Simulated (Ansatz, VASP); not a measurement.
**Two plane-wave programs on PbSe**

```xyz
2
Lattice="0.0000 3.0769 3.0769 3.0769 0.0000 3.0769 3.0769 3.0769 0.0000" Properties=species:S:1:pos:R:3 pbc="T T T"
Pb    0.0000    0.0000    0.0000
Se    3.0769    3.0769    3.0769
```

Alike in both runs: task single point; functional PBE; k mesh 5 × 5 × 5; occupations fermi-dirac, width 0.0315 eV; no spin polarisation.

```csv
,VASP,Ansatz
version,VASP 6.6.1,Ansatz 0.2.0
potentials or method,"VASP PAW PBE potentials, release 64 (Pb_d, Se)",PAW plane waves
plane-wave cutoff (eV),520,420
valence electrons in the cell,20,30
```

|  | VASP | Ansatz | Ansatz less VASP |
| --- | --- | --- | --- |
| gap on the k mesh at the Fermi level (eV) | 1.20 | 1.20 | -0.001 |
| pressure (GPa) | 1.4 | 1.4 | +0.01 |

The two sets of potentials don't hold the same shells in valence.

The runs have no spin-orbit coupling, so splittings on Pb are missing.
